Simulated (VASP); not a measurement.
Crystal: SnSe.

```xyz
8
Lattice="11.4200 0.0000 0.0000 0.0000 4.1900 0.0000 0.0000 0.0000 4.4600" Properties=species:S:1:pos:R:3 pbc="T T T"
Sn   10.0153    3.1425    4.0541
Sn    7.1147    1.0475    1.8241
Sn    4.3053    3.1425    2.6359
Sn    1.4047    1.0475    0.4059
Se    7.3431    3.1425    4.3886
Se    9.7869    1.0475    2.1586
Se    1.6331    3.1425    2.3014
Se    4.0769    1.0475    0.0714
```

Program: VASP 6.6.1. Alike in all runs: no spin polarisation; cell as given; k mesh 3 × 6 × 6; cutoff (eV) 520.

**Question.** Order these runs on this cell by their pressure, lowest first.
A. level PBE; potentials or basis VASP PAW PBE potentials, release 64 (Sn_d, Se); smearing gaussian 0.013 eV; further INCAR settings ALGO = Fast; EDIFF = 1e-07
B. level LAK; potentials or basis VASP PAW PBE potentials, release 64 (Sn_d, Se); smearing fermi-dirac 0.05 eV; further INCAR settings ALGO = Normal; EDIFF = 1e-07
C. level LDA; potentials or basis VASP PAW LDA potentials, release 64 (Sn_d, Se); smearing fermi-dirac 0.05 eV; further INCAR settings ALGO = Fast; EDIFF = 1e-06

**Answer.** C (-1.9 GPa), A (2.4 GPa), B (5.2 GPa).

Caveats: the PAW data sets were made with another functional, which shifts forces and pressure a little (some runs).

Not every run made on this cell is shown here.
